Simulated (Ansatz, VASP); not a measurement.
GaN in VASP and in Ansatz

```
CELL_PARAMETERS angstrom
-0.02710 2.24895 2.24895
2.24895 -0.02710 2.24895
2.22185 2.22185 0.00000
ATOMIC_POSITIONS crystal
Ga 0.00175 0.00175 0.99825
N 0.74825 0.74825 0.75175
```

Change from the starting cell: shear_xy strain -2.4%.

Alike in both runs: task single point; functional r2SCAN; k mesh 10 × 10 × 10; no spin polarisation.

```csv
,VASP,Ansatz
version,VASP 6.6.1,Ansatz 0.2.0
potentials or method,"VASP PAW PBE potentials, release 64 (Ga_d, N)","plane waves, PAW"
plane-wave cutoff (eV),520,500
occupations,"gaussian, width 0.01 eV",fixed
valence electrons in the cell,18,18
```

Ansatz gave:

```
gap on the k mesh at the Fermi level (eV)       : 2.08
pressure (GPa)                                  : 0.0
largest component of the traceless stress (GPa) : 3.90
rms of the force components (eV/Å)              : 0.001
```

Q: What did VASP give for the same quantities?

A: gap on the k mesh at the Fermi level (eV): 2.07; pressure (GPa): 1.1; largest component of the traceless stress (GPa): 3.90; rms of the force components (eV/Å): 0.005.

Atom by atom the forces differ by 0.004 eV/Å (rms over components).

Caveats: the PAW data sets were made with another functional, which shifts forces and pressure a little (VASP).
